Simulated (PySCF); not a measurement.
Compound: oxalic acid, C₂H₂O₄.
Geometry (PBE0-D3(BJ)/def2-SVP, Å), atoms numbered from 1 in this order:
```
atom  x, y, z in Å
O1     0.954   -0.476   -1.397
C2     0.709   -0.173   -0.265
O3     1.599   -0.073    0.713
C4    -0.697    0.156    0.255
O5    -0.948    0.418    1.395
O6    -1.580    0.105   -0.733
H7     2.463   -0.289    0.328
H8    -2.444    0.317   -0.347
```

Theory: core-valence-separated Tamm–Dancoff BHandHLYP/aug-pcX-1 (pcseg-1 on H) in PySCF, non-relativistic, gas phase, PBE0-D3(BJ)/def2-SVP geometry. BHandHLYP without relativity tends to put these K edges a few eV too low, so spacings mean more than positions.

The lowest roots of each edge with f over 0.003 (five at most, numbered afresh; weaker and dark ones are left out), with transition dipoles (au) in the frame of the coordinates:

| root | edge | E (eV) | f | μx | μy | μz |
| --- | --- | --- | --- | --- | --- | --- |
| 1 | C | 284.85 | 0.1463 | -0.0215 | -0.1399 | 0.0303 |
| 2 | C | 290.40 | 0.0048 | 0.0175 | -0.0008 | 0.0193 |
| 3 | C | 290.57 | 0.0489 | 0.0121 | 0.0802 | -0.0171 |
| 4 | C | 290.98 | 0.0265 | -0.0544 | 0.0132 | 0.0243 |
| 5 | O | 528.80 | 0.0370 | 0.0081 | 0.0519 | -0.0098 |
| 6 | O | 528.80 | 0.0511 | -0.0092 | -0.0605 | 0.0142 |
| 7 | O | 532.19 | 0.0204 | 0.0062 | 0.0383 | -0.0075 |
| 8 | O | 532.19 | 0.0132 | -0.0042 | -0.0306 | 0.0074 |
| 9 | O | 533.58 | 0.0361 | -0.0486 | 0.0110 | 0.0167 |

Question: What is the unit vector of the normal of the molecular plane, and which share of each root's |μ|² lies along it?

Answer: (-0.15, -0.97, 0.21), up to sign.

```tsv
root	core hole on	share along it	final orbital under reflection in the plane
1	C2/C4	1.00	odd
2	C2/C4	0.01	even
3	C2/C4	1.00	odd
4	C2/C4	0.00	even
5	O1/O5	1.00	odd
6	O1/O5	1.00	odd
7	O3/O6	1.00	odd
8	O3/O6	1.00	odd
9	O3/O6	0.00	even
```

The 1s orbitals of atoms in the plane are even under the reflection, so light polarised along the normal reaches odd orbitals alone (the out-of-plane π set) and light polarised in the plane even ones.

Question: For fixed molecules, how does the intensity of root 1 change when the electric field is turned 60° away from the normal of the molecular plane?

Answer: Intensity goes as (E·μ)², and μ lies along that direction, so it falls to cos²60° = 0.25 of its maximum; it vanishes at 90°.

Question: Molecules are fixed in this frame and the field points along (0, 1, 1)/√2. What effective strengths 3 f cos²θ do the roots have (θ between field and μ)?

Answer: root 1 (C2/C4): 0.126, root 2 (C2/C4): 0.004, root 3 (C2/C4): 0.042, root 4 (C2/C4): 0.015, root 5 (O1/O5): 0.034, root 6 (O1/O5): 0.042, root 7 (O3/O6): 0.019, root 8 (O3/O6): 0.011, root 9 (O3/O6): 0.015. Root 1 is the strongest. Averaged over all orientations cos²θ is 1/3, which gives f back. For degenerate partners only the sum has meaning, as the program may mix them freely.

One conformer stands for the species.
